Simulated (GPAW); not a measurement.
Crystal: NaH.

```
CELL_PARAMETERS angstrom
2.95512 0.00000 0.00000
0.00000 2.95512 0.00000
0.00000 0.00000 2.95512
ATOMIC_POSITIONS crystal
Na 0.00000 0.00000 0.00000
H 0.50000 0.50000 0.50000
```

The cell comes from a database or a generator and needn't be the stable form of this composition.

- Program: GPAW 26.7.0
- Task: single point
- Functional: PBE
- Potentials or basis: GPAW PAW data sets (gpaw-data 1.2.1)
- Cutoff: 800 eV
- Basis: pw
- k mesh: 9 × 9 × 9
- Occupations: fermi-dirac, width 0.05 eV
- Spin: no spin polarisation

On this cell: pressure 0.2 GPa; largest force zero by symmetry; band gap on the k mesh 1.51 eV, indirect (least direct gap 4.81 eV).

The same run follows on a disturbed copy (atoms moved at random, drawn with an rms of 0.05 Å):

```
Na H
1.0
     2.95512    0.00000    0.00000
     0.00000    2.95512    0.00000
     0.00000    0.00000    2.95512
Na H
1 1
Direct
  0.01033 0.01309 0.00530
  0.50539 0.50213 0.49095
```

What changes?

The energy moves by +0.3 meV/atom; pressure 0.3 GPa; largest force 0.022 eV/Å; band gap on the k mesh 1.51 eV, indirect (least direct gap 4.81 eV).

Forces in eV/Å, atoms in the order of the input:
```
Na  -0.006 -0.013 -0.017
H    0.006  0.013  0.017
```

Caveats: an odd mesh through Γ misses points on the zone boundary, where band edges often lie.
